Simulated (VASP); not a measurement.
# CdTe (hsec) (F-43m) in VASP: notebook

The runs below take CdTe (hsec) through single point, with HSE06.

Everything below comes from runs of VASP 6.6.1. Logs are shortened: lines on timing, memory, paths and dates and some standing lists are left out, and cuts for length are marked.

**The experiment to reproduce.**

A printed reference work, data compilation reports, for a bulk crystal of CdTe at 0 K: band gap 1.607 eV.

How close the calculation comes is told below.

### 1 The cell of the first run

It takes space group F-43m (No. 216, cubic). The conventional cell has a = 6.564 Å, b = 6.564 Å, c = 6.564 Å, α = 90.00°, β = 90.00°, γ = 90.00°. Cd (site symmetry -43m) has 4 Te at 2.84 Å within 3.7 Å. Within 3.7 Å of Te (site symmetry -43m) lie 4 Cd at 2.84 Å.

### 2 Single point, HSE06

POSCAR reads:

```
CdTe
1.0
    0.0000000000      3.2820207958      3.2820207958
    3.2820207958      0.0000000000      3.2820207958
    3.2820207958      3.2820207958      0.0000000000
Cd Te
1 1
Direct
    0.0000000000      0.0000000000      0.0000000000
    0.2500000000      0.2500000000      0.2500000000
```

INCAR.step1 reads:

```
  PREC = Accurate
  ENCUT = 520
  EDIFF = 1E-5
  ISMEAR = 0
  SIGMA = 0.02
  LREAL = False
  LASPH = True
  NELM = 100
  ALGO = Normal
  ISIF = 2
  LWAVE = True
  LCHARG = False
  NBANDS = 16
  GGA = PE
```

INCAR.step2 reads:

```
  PREC = Accurate
  ENCUT = 520
  EDIFF = 1E-6
  ISMEAR = 0
  SIGMA = 0.02
  LREAL = False
  LASPH = True
  NELM = 100
  ALGO = Normal
  ISIF = 2
  LWAVE = False
  LCHARG = False
  GGA = PE
  LHFCALC = True
  HFSCREEN = 0.2079
  PRECFOCK = Normal
  NBANDS = 16
  ISTART = 1
```

KPOINTS reads:

```
Automatic mesh
0
Gamma
  6 6 6
```

Potentials or basis: VASP PAW PBE potentials, release 64 (Cd, Te).

On the command line:

```bash
$ cat potpaw_PBE.64/Cd/POTCAR potpaw_PBE.64/Te/POTCAR > POTCAR
$ cp INCAR.step1 INCAR
$ mpirun -np 1 vasp_std > vasp.out
$ cp INCAR.step2 INCAR
$ mpirun -np 1 vasp_std > vasp.out
```

OUTCAR:

```text
PREC = Accurate
   ENCUT = 520
   EDIFF = 1E-6
   ISMEAR = 0
   LREAL = False
   LASPH = True
   NELM = 100
   ISIF = 2
   GGA = PE
   LHFCALC = True
   HFSCREEN = 0.2079
   PRECFOCK = Normal
   ISTART = 1

 ion  position               nearest neighbor table
   1  0.000  0.000  0.000-   2 2.84   2 2.84   2 2.84   2 2.84
   2  0.250  0.250  0.250-   1 2.84   1 2.84   1 2.84   1 2.84

  LATTYP: Found a face centered cubic cell.
 ALAT       =     6.5640415916

  Lattice vectors:

 A1 = (   0.0000000000,   3.2820207958,   3.2820207958)
 A2 = (   3.2820207958,   0.0000000000,   3.2820207958)
 A3 = (   3.2820207958,   3.2820207958,   0.0000000000)

Analysis of symmetry for initial positions (statically):
=====================================================================
 Subroutine PRICEL returns:
 Original cell was already a primitive cell.

 Routine SETGRP: Setting up the symmetry group for a
 face centered cubic supercell.

 Subroutine GETGRP returns: Found 24 space group operations
 (whereof 24 operations were pure point group operations)
 out of a pool of 48 trial point group operations.

The static configuration has the point symmetry T_d .

Analysis of symmetry for dynamics (positions and initial velocities):
=====================================================================
 Subroutine PRICEL returns:
 Original cell was already a primitive cell.

 Routine SETGRP: Setting up the symmetry group for a
 face centered cubic supercell.

 Subroutine GETGRP returns: Found 24 space group operations
 (whereof 24 operations were pure point group operations)
 out of a pool of 48 trial point group operations.

The dynamic configuration has the point symmetry T_d .

 Subroutine INISYM returns: Found 24 space group operations
 (whereof 24 operations are pure point group operations),
 and found     1 'primitive' translations

----------------------------------------------------------------------------------------

                                     Primitive cell

  volume of cell :      70.7056

  direct lattice vectors                    reciprocal lattice vectors
     0.000000000  3.282020796  3.282020796    -0.152345165  0.152345165  0.152345165
     3.282020796  0.000000000  3.282020796     0.152345165 -0.152345165  0.152345165
     3.282020796  3.282020796  0.000000000     0.152345165  0.152345165 -0.152345165

  length of vectors
     4.641478321  4.641478321  4.641478321     0.263869566  0.263869566  0.263869566

  position of ions in fractional coordinates (direct lattice)
     0.000000000  0.000000000  0.000000000
     0.250000000  0.250000000  0.250000000

  ion indices of the primitive-cell ions
   primitive index   ion index
                 1           1
                 2           2

----------------------------------------------------------------------------------------

 KPOINTS: Automatic mesh

Automatic generation of k-mesh.
 Grid dimensions read from file:
 generate k-points for:    6    6    6

 Generating k-lattice:

  Cartesian coordinates                     Fractional coordinates (reciprocal lattice)
    -0.025390861  0.025390861  0.025390861     0.166666667  0.000000000  0.000000000
     0.025390861 -0.025390861  0.025390861     0.000000000  0.166666667  0.000000000
     0.025390861  0.025390861 -0.025390861     0.000000000  0.000000000  0.166666667

  Length of vectors
     0.043978261  0.043978261  0.043978261

  Shift w.r.t. Gamma in fractional coordinates (k-lattice)
     0.000000000  0.000000000  0.000000000

 Subroutine IBZKPT returns following result:
 ===========================================

 Found     16 irreducible k-points:

 Following reciprocal coordinates:
            Coordinates               Weight
  0.000000  0.000000  0.000000      1.000000
  0.166667  0.000000  0.000000      8.000000
  0.333333  0.000000  0.000000      8.000000
  0.500000  0.000000  0.000000      4.000000
  0.166667  0.166667  0.000000      6.000000
  0.333333  0.166667  0.000000     24.000000
[... 8 lines left out ...]
 -0.333333  0.333333  0.166667     24.000000
 -0.333333  0.500000  0.166667     12.000000
   k-points           NKPTS =     16   k-points in BZ     NKDIM =    216   number of bands    NBANDS=     16
   number of dos      NEDOS =    301   number of ions     NIONS =      2
   total plane-waves  NPLWV =  46656
   dimension x,y,z NGX =    36 NGY =   36 NGZ =   36
   dimension x,y,z NGXF=    72 NGYF=   72 NGZF=   72
   ions per type =               1   1
   NGX,Y,Z   is equivalent  to a cutoff of  12.89, 12.89, 12.89 a.u.
   NGXF,Y,Z  is equivalent  to a cutoff of  25.79, 25.79, 25.79 a.u.
 SYSTEM =  unknown system
   PREC   = accura    normal or accurate (medium, high low for compatibility)
   ISTART =      1    job   : 0-new  1-cont  2-samecut
   ICHARG =      0    charge: 1-file 2-atom 10-const
   ISPIN  =      1    spin polarized calculation?
   LNONCOLLINEAR =      F non collinear calculations
   LSORBIT =      F    spin-orbit coupling
   LASPH  =      T    aspherical Exc in radial PAW
   ENCUT  =  520.0 eV  38.22 Ry    6.18 a.u.   8.63  8.63  8.63*2*pi/ulx,y,z
   NELM   =    100;   NELMIN=  2; NELMDL=  0     # of ELM steps
   EDIFF  = 0.1E-05   stopping-criterion for ELM
   LREAL  =      F    real-space projection
   EDIFFG = 0.1E-04   stopping-criterion for IOM
   NSW    =      0    number of steps for IOM
   IBRION =     -1    ionic relax: 0-MD 1-quasi-New 2-CG
   NFREE  =      0    steps in history (QN), initial steepest desc. (CG)
   ISIF   =      2    stress and relaxation
   ISYM   =      3    0-nonsym 1-usesym 2-fastsym
   POTIM  = 0.5000    time-step for ionic-motion
   TEBEG  =    0.0;   TEEND  =   0.0 temperature during run
   PSTRESS=    0.0 pullay stress
   NELECT =      18.0000    total number of electrons
   NUPDOWN=      -1.0000    fix difference up-down
   EMIN   =  10.00;   EMAX   =-10.00  energy-range for DOS
   EFERMI =   0.00;   METHOD = LEGACY
   ISMEAR =     0;   SIGMA  =   0.02  broadening in eV -4-tet -1-fermi 0-gaus
   EFERMI_NEDOS =   21; number of points for ismear=-14 and -15
   IALGO  =     38    algorithm
   IMIX   =      1    mixing-type and parameters
     AMIX     =   0.40;   BMIX     =  1.00
     AMIX_MAG =   1.60;   BMIX_MAG =  1.00
  volume/ion in A,a.u.               =      35.35       238.57
  Fermi-wavevector in a.u.,A,eV,Ry     =   1.037563  1.960709 14.647166  1.076536
  Thomas-Fermi vector in A             =   2.172006
   LORBIT       =      0    0 simple, 1 ext, 2 COOP (PROOUT), +10 PAW based schemes
   GGA     = PE    functional components
   LHFCALC =     T    Hartree Fock is set to
   PRECFOCK=normal    Normal, Fast or Accurate (Low or Medium for compatibility)
   ENCUT4O =  -1.0   cutoff for four orbital integrals eV
   NKREDX  =     1    reduce k-point grid by
   NKREDY  =     1    reduce k-point grid by
   NKREDZ  =     1    reduce k-point grid by
   AEXX    =    0.2500 exact exchange contribution
   HFSCREEN=    0.2079 screening length (either q_TF or 0.3 A-1)
   HFSCREENC=   0.2079 screening length for correlation (either q_TF or 0.3 A-1)
   ENCUTFOCK=  -1.0 apply spherical cutoff to Coloumb kernel
   IVDW    =     0    specifies the selected vdW correction
   LEPSILON=     F    determine dielectric tensor
   LRPA    =     F    only Hartree local field effects (RPA)
 non-spin polarized calculation
 Gauss-broadening in eV      SIGMA  =   0.02
  energy-cutoff  :      520.00
  volume of cell :       70.71
 maximum number of plane-waves:      1932
 NGX is ok and might be reduce to    36
  NGX = 28; NGY = 28; NGZ = 28

 number of electron      18.0000006 magnetization

 Free energy of the ion-electron system (eV)
  ---------------------------------------------------
  ext. energy  EPLUGINS =         0.00000000
  ---------------------------------------------------
  free energy    TOTEN  =        -6.03834265 eV

  energy without entropy =       -6.03834265  energy(sigma->0) =       -6.03834265

 E-fermi :   1.6025     XC(G=0):  -7.0358

 val. band max:        1.5034015542   @ k =   0.0000   0.0000   0.0000
 cond. band min:       2.9241812415   @ k =   0.0000   0.0000   0.0000
 fundamental gap:      1.4207796873
 Fermi energy:         1.6025207469

 k-point     1 :       0.0000    0.0000    0.0000
  band No.  band energies     occupation
      1     -10.4160      2.00000
      2      -7.9707      2.00000
      3      -7.9707      2.00000
      4      -7.9707      2.00000
      5      -7.7341      2.00000
      6      -7.7341      2.00000
[... 8 lines left out ...]
     15      11.7658      0.00000
     16      11.7658      0.00000

 k-point     2 :       0.1667    0.0000    0.0000
  band No.  band energies     occupation
      1     -10.3227      2.00000
      2      -7.9544      2.00000
      3      -7.9544      2.00000
      4      -7.8732      2.00000
      5      -7.7351      2.00000
      6      -7.7351      2.00000
[... 8 lines left out ...]
     15      10.8701      0.00000
     16      10.9131      0.00000

 k-point     3 :       0.3333    0.0000    0.0000
  band No.  band energies     occupation
      1     -10.1455      2.00000
      2      -7.9258      2.00000
      3      -7.9258      2.00000
      4      -7.7322      2.00000
      5      -7.7322      2.00000
      6      -7.5678      2.00000
[... 8 lines left out ...]
     15      11.3065      0.00000
     16      11.3065      0.00000

 k-point     4 :       0.5000    0.0000    0.0000
  band No.  band energies     occupation
      1     -10.0642      2.00000
      2      -7.9143      2.00000
      3      -7.9143      2.00000
      4      -7.7275      2.00000
      5      -7.7275      2.00000
      6      -7.3210      2.00000
[... 8 lines left out ...]
     15      12.8114      0.00000
     16      12.8114      0.00000
[... 172 lines left out ...]
 k-point    14 :       0.5000    0.3333    0.1667
  band No.  band energies     occupation
      1     -10.0391      2.00000
      2      -7.8870      2.00000
      3      -7.8785      2.00000
      4      -7.7667      2.00000
      5      -7.7235      2.00000
      6      -7.3387      2.00000
[... 8 lines left out ...]
     15      12.7379      0.00000
     16      13.9172      0.00000

 k-point    15 :      -0.3333    0.3333    0.1667
  band No.  band energies     occupation
      1      -9.9902      2.00000
      2      -7.8791      2.00000
      3      -7.8661      2.00000
      4      -7.7552      2.00000
      5      -7.7311      2.00000
      6      -7.1527      2.00000
[... 8 lines left out ...]
     15      12.9324      0.00000
     16      13.6737      0.00000

 k-point    16 :      -0.3333    0.5000    0.1667
  band No.  band energies     occupation
      1      -9.9661      2.00000
      2      -7.8567      2.00000
      3      -7.8503      2.00000
      4      -7.7752      2.00000
      5      -7.7229      2.00000
      6      -7.0984      2.00000
[... 8 lines left out ...]
     15      13.5654      0.00000
     16      13.8124      0.00000

------------------------ aborting loop because EDIFF is reached ----------------------------------------

  FORCE on cell =-STRESS in cart. coord.  units (eV):
  Direction    XX          YY          ZZ          XY          YZ          ZX
  --------------------------------------------------------------------------------------
  -------------------------------------------------------------------------------------
  Total       -0.0207185     -0.0207185     -0.0207185     -0.0000000      0.0000000     -0.0000000
  in kB       -0.4694786     -0.4694786     -0.4694786     -0.0000000      0.0000000     -0.0000000
  external PRESSURE =      -0.4694786 kB  Pullay stress =       0.0000000 kB

 VOLUME and BASIS-vectors are now :
 -----------------------------------------------------------------------------
  energy-cutoff  :      520.00
  volume of cell :       70.71
      direct lattice vectors                 reciprocal lattice vectors
     0.000000000  3.282020796  3.282020796    -0.152345165  0.152345165  0.152345165
     3.282020796  0.000000000  3.282020796     0.152345165 -0.152345165  0.152345165
     3.282020796  3.282020796  0.000000000     0.152345165  0.152345165 -0.152345165

 POSITION                                       TOTAL-FORCE (eV/Angst)
 -----------------------------------------------------------------------------------
      0.00000      0.00000      0.00000         0.000000      0.000000      0.000000
      1.64101      1.64101      1.64101        -0.000000     -0.000000     -0.000000
 -----------------------------------------------------------------------------------
    total drift:                                0.000008      0.000009      0.000006

  FREE ENERGIE OF THE ION-ELECTRON SYSTEM (eV)
  ---------------------------------------------------
  free  energy   TOTEN  =        -6.0383426482 eV

  energy  without entropy=       -6.0383426482  energy(sigma->0) =       -6.03834265
```

Run time: 31 min. Hardware: 1 thread of Intel Xeon 6975P-C (Granite Rapids), shared host; peak memory 0.35 GiB.

Results:

| Property | Result |
| --- | --- |
| Free energy | -6.0383 eV |
| Pressure | 0.0 GPa |
| Band gap on the k mesh | 1.42 eV, direct |

Levels at points of the mesh, in eV from the valence-band top:
```tsv
k point	band 6	band 7	band 8	band 9	band 10	band 11	band 12	band 13
(0.00, 0.00, 0.00)	-9.24	0.00	0.00	0.00	1.42	5.49	5.49	5.49
(0.50, 0.00, 0.00)	-8.82	-4.51	-0.77	-0.77	2.57	6.06	6.06	7.93
(0.50, 0.50, 0.00)	-8.65	-4.41	-1.87	-1.87	3.35	3.47	9.74	10.16
```

Caveat: the PAW data sets were made with another functional, which shifts forces and pressure a little; spin-orbit coupling is left out, which moves the levels of the heavy elements.

### 3 Single point, HSE06 (volume scaled by 0.91)

POSCAR reads:

```
CdTe
1.0
    0.0000000000      3.1804491718      3.1804491718
    3.1804491718      0.0000000000      3.1804491718
    3.1804491718      3.1804491718      0.0000000000
Cd Te
1 1
Direct
    0.0000000000      0.0000000000      0.0000000000
    0.2500000000      0.2500000000      0.2500000000
```

INCAR.step1 reads:

```
ALGO = Normal
EDIFF = 1E-5
ENCUT = 520
GGA = PE
ISIF = 2
ISMEAR = 0
LASPH = True
LCHARG = False
LREAL = False
LWAVE = True
NBANDS = 16
NELM = 100
PREC = Accurate
SIGMA = 0.02
```

INCAR.step2 reads:

```
ALGO = Normal
EDIFF = 1E-6
ENCUT = 520
GGA = PE
HFSCREEN = 0.2079
ISIF = 2
ISMEAR = 0
ISTART = 1
LASPH = True
LCHARG = False
LHFCALC = True
LREAL = False
LWAVE = False
NBANDS = 16
NELM = 100
PREC = Accurate
PRECFOCK = Normal
SIGMA = 0.02
```

KPOINTS reads:

```
k-points
0
Gamma
  6 6 6
```

Potentials or basis: VASP PAW PBE potentials, release 64 (Cd, Te).

On the command line:

```bash
$ cat potpaw_PBE.64/Cd/POTCAR potpaw_PBE.64/Te/POTCAR > POTCAR
$ cp INCAR.step1 INCAR
$ mpirun -np 1 vasp_std > vasp.out
$ cp INCAR.step2 INCAR
$ mpirun -np 1 vasp_std > vasp.out
```

OUTCAR:

```text
EDIFF = 1E-6
   ENCUT = 520
   GGA = PE
   HFSCREEN = 0.2079
   ISIF = 2
   ISMEAR = 0
   ISTART = 1
   LASPH = True
   LHFCALC = True
   LREAL = False
   NELM = 100
   PREC = Accurate
   PRECFOCK = Normal

 ion  position               nearest neighbor table
   1  0.000  0.000  0.000-   2 2.75   2 2.75   2 2.75   2 2.75
   2  0.250  0.250  0.250-   1 2.75   1 2.75   1 2.75   1 2.75

  LATTYP: Found a face centered cubic cell.
[... 490 lines left out ...]
     15      14.8449      0.00000
     16      15.0738      0.00000

------------------------ aborting loop because EDIFF is reached ----------------------------------------

  FORCE on cell =-STRESS in cart. coord.  units (eV):
  Direction    XX          YY          ZZ          XY          YZ          ZX
  --------------------------------------------------------------------------------------
  -------------------------------------------------------------------------------------
  Total        1.8520095      1.8520095      1.8520095     -0.0000000      0.0000000     -0.0000000
  in kB       46.1167207     46.1167207     46.1167207     -0.0000000      0.0000000     -0.0000000
  external PRESSURE =      46.1167207 kB  Pullay stress =       0.0000000 kB

 VOLUME and BASIS-vectors are now :
 -----------------------------------------------------------------------------
  energy-cutoff  :      520.00
  volume of cell :       64.34
      direct lattice vectors                 reciprocal lattice vectors
     0.000000000  3.180449172  3.180449172    -0.157210499  0.157210499  0.157210499
     3.180449172  0.000000000  3.180449172     0.157210499 -0.157210499  0.157210499
     3.180449172  3.180449172  0.000000000     0.157210499  0.157210499 -0.157210499

 POSITION                                       TOTAL-FORCE (eV/Angst)
 -----------------------------------------------------------------------------------
      0.00000      0.00000      0.00000         0.000000     -0.000000     -0.000000
      1.59022      1.59022      1.59022        -0.000000      0.000000      0.000000
 -----------------------------------------------------------------------------------
    total drift:                                0.000001      0.000004      0.000001

  FREE ENERGIE OF THE ION-ELECTRON SYSTEM (eV)
  ---------------------------------------------------
  free  energy   TOTEN  =        -5.9538862625 eV

  energy  without entropy=       -5.9538862625  energy(sigma->0) =       -5.95388626
```

OUTCAR.step1:

```text
EDIFF = 1E-5
   ENCUT = 520
   GGA = PE
   ISIF = 2
   ISMEAR = 0
[... 515 lines left out ...]
 -----------------------------------------------------------------------------------
      0.00000      0.00000      0.00000         0.000000      0.000000      0.000000
      1.59022      1.59022      1.59022        -0.000000     -0.000000     -0.000000
 -----------------------------------------------------------------------------------
    total drift:                               -0.000000     -0.000000     -0.000000

  FREE ENERGIE OF THE ION-ELECTRON SYSTEM (eV)
  ---------------------------------------------------
  free  energy   TOTEN  =        -4.6735943505 eV

  energy  without entropy=       -4.6735943505  energy(sigma->0) =       -4.67359435
```

OSZICAR.step1:

```text
N       E                     dE             d eps       ncg     rms          rms(c)
DAV:   1     0.996412698052E+02    0.99641E+02   -0.82634E+03   512   0.978E+02
DAV:   2    -0.142913277913E+01   -0.10107E+03   -0.95999E+02   616   0.236E+02
DAV:   3    -0.487049790062E+01   -0.34414E+01   -0.34361E+01   640   0.457E+01
DAV:   4    -0.490264052742E+01   -0.32143E-01   -0.32141E-01   752   0.384E+00
DAV:   5    -0.490272759830E+01   -0.87071E-04   -0.87071E-04   672   0.179E-01    0.633E+00
DAV:   6    -0.468875666044E+01    0.21397E+00   -0.36719E-01   584   0.770E+00    0.505E+00
DAV:   7    -0.467240751919E+01    0.16349E-01   -0.11710E-01   584   0.226E+00    0.183E+00
DAV:   8    -0.467320730085E+01   -0.79978E-03   -0.12099E-02   568   0.128E+00    0.509E-01
DAV:   9    -0.467350265627E+01   -0.29536E-03   -0.97966E-04   576   0.344E-01    0.127E-01
DAV:  10    -0.467355987486E+01   -0.57219E-04   -0.11536E-04   648   0.103E-01    0.571E-02
DAV:  11    -0.467359532551E+01   -0.35451E-04   -0.67350E-05   568   0.598E-02    0.304E-02
DAV:  12    -0.467359435049E+01    0.97503E-06   -0.26750E-06   480   0.169E-02
   1 F= -.46735944E+01 E0= -.46735944E+01  d E =-.173700E-15
```

Wall time 31 min (1 thread of Intel Xeon 6975P-C (Granite Rapids), shared host); peak memory 0.33 GiB.

What came out:

- Free energy: -5.9539 eV
- Pressure: 4.6 GPa
- Band gap on the k mesh: 1.73 eV, direct

Caveat: the PAW data sets were made with another functional, which shifts forces and pressure a little; spin-orbit coupling is left out, which moves the levels of the heavy elements.

### 4 Comparison with measurements

Step 2. A measured gap of CdTe is 1.607 eV (0 K; a printed reference work, data compilation); the calculated 1.42 eV misses it by -0.19 eV. Spin-orbit coupling on Cd, Te is left out. The value is that of HSE06, without temperature or zero-point motion.
